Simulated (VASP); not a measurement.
A run of VASP 6.6.1 is set up as follows.

Contents of INCAR:

```
PREC = Accurate
ENCUT = 520
EDIFF = 1E-8
ISMEAR = -1
SIGMA = 0.01
LREAL = Auto
LASPH = True
NELM = 100
ALGO = Fast
ISIF = 2
LWAVE = False
LCHARG = False
GGA = PE
LEFG = True
NELECT = 186.0
NBANDS = 118
```

File KPOINTS:

```
regular mesh
0
Gamma
  3 3 2
```

Contents of POSCAR:

```
Si12HO23
1.0
    7.6036108327      4.3899467611      0.0000000000
   -7.6036108327      4.3899467611      0.0000000000
    0.0000000000      0.0000000000      8.5584885400
Si H O
12 1 23
Direct
    0.3333333333      0.0000000000      0.9371258000
    0.6666666667      0.6666666667      0.9371258000
    0.0000000000      0.3333333333      0.9371258000
    0.3333333333      0.0000000000      0.5628742000
    0.6666666667      0.6666666667      0.5628742000
    0.0000000000      0.3333333333      0.5628742000
    0.3333333333      0.3333333333      0.0628742000
    0.6666666667      0.0000000000      0.0628742000
    0.0000000000      0.6666666667      0.0628742000
    0.3333333333      0.3333333333      0.4371258000
    0.6666666667      0.0000000000      0.4371258000
    0.0000000000      0.6666666667      0.4371258000
    0.1404195817      0.2808391633      0.0000000000
    0.4737529150      0.9475058300      0.0000000000
    0.8070862483      0.6141724967      0.0000000000
    0.2808391633      0.1404195817      0.5000000000
    0.6141724967      0.8070862483      0.5000000000
    0.9475058300      0.4737529150      0.5000000000
    0.1929137517      0.8070862483      0.5000000000
    0.5262470850      0.4737529150      0.5000000000
    0.8595804183      0.1404195817      0.5000000000
    0.3858275033      0.1929137517      0.0000000000
    0.7191608367      0.8595804183      0.0000000000
    0.0524941700      0.5262470850      0.0000000000
    0.1929137517      0.3858275033      0.5000000000
    0.5262470850      0.0524941700      0.5000000000
    0.8595804183      0.7191608367      0.5000000000
    0.3333333333      0.0000000000      0.7500000000
    0.6666666667      0.6666666667      0.7500000000
    0.0000000000      0.3333333333      0.7500000000
    0.3333333333      0.3333333333      0.2500000000
    0.6666666667      0.0000000000      0.2500000000
    0.0000000000      0.6666666667      0.2500000000
    0.1404195817      0.8595804183      0.0000000000
    0.4737529150      0.5262470850      0.0000000000
    0.8070862483      0.1929137517      0.0000000000
```

Potentials or basis: VASP PAW PBE potentials, release 64 (Si, H, O).

The run is started by

```bash
$ cat potpaw_PBE.64/Si/POTCAR potpaw_PBE.64/H/POTCAR potpaw_PBE.64/O/POTCAR > POTCAR
$ mpirun -np 1 vasp_std > vasp.out
```

Q: Estimate the band gap on the k mesh.

A: 2.73 eV, indirect (least direct gap 2.74 eV).

Q: Estimate the largest force.

A: 3.090 eV/Å.

Electric field gradients, principal values (V/Å²):
| atom | Vxx | Vyy | Vzz |
| --- | --- | --- | --- |
| 1 Si | -1.299 | -4.214 | 5.513 |
| 2 Si | -2.014 | -4.784 | 6.798 |
| 3 Si | -22.712 | -23.121 | 45.832 |
| 4 Si | 0.024 | 1.093 | -1.117 |
| 5 Si | -0.029 | -1.062 | 1.091 |
| 6 Si | -2.026 | -3.680 | 5.707 |
| 7 Si | -22.711 | -23.121 | 45.832 |
| 8 Si | -1.299 | -4.214 | 5.513 |
| 9 Si | -2.014 | -4.784 | 6.798 |
| 10 Si | -2.026 | -3.680 | 5.706 |
| 11 Si | 0.024 | 1.093 | -1.116 |
| 12 Si | -0.029 | -1.063 | 1.091 |
| 13 H | -9.056 | -10.574 | 19.630 |
| 14 O | -33.286 | -56.923 | 90.208 |
| 15 O | -40.714 | -53.730 | 94.444 |
| 16 O | -41.735 | -50.176 | 91.910 |
| 17 O | -40.533 | -51.272 | 91.805 |
| 18 O | -42.562 | -49.508 | 92.070 |
| 19 O | -40.539 | -51.271 | 91.811 |
| 20 O | -42.562 | -49.508 | 92.069 |
| 21 O | -41.735 | -50.175 | 91.910 |
| 22 O | -21.993 | -68.823 | 90.816 |
| 23 O | -36.884 | -55.154 | 92.038 |
| 24 O | -45.630 | -56.927 | 102.557 |
| 25 O | -42.842 | -49.143 | 91.985 |
| 26 O | -41.135 | -50.978 | 92.113 |
| 27 O | -40.035 | -51.493 | 91.529 |
| 28 O | -47.767 | -49.417 | 97.184 |
| 29 O | -47.689 | -49.872 | 97.561 |
| 30 O | -40.308 | -61.739 | 102.047 |
| 31 O | -40.307 | -61.742 | 102.048 |
| 32 O | -47.764 | -49.420 | 97.184 |
| 33 O | -47.690 | -49.869 | 97.559 |
| 34 O | -36.884 | -55.154 | 92.038 |
| 35 O | -45.630 | -56.927 | 102.557 |
| 36 O | -22.000 | -68.823 | 90.823 |

Caveat: the cell carries a net charge on a neutralising background, which shifts energy and pressure; the cell is charged against a uniform background, so pressure and absolute levels hang on convention. Expect the measured gap to be larger: semilocal functionals such as PBE lack the derivative discontinuity.
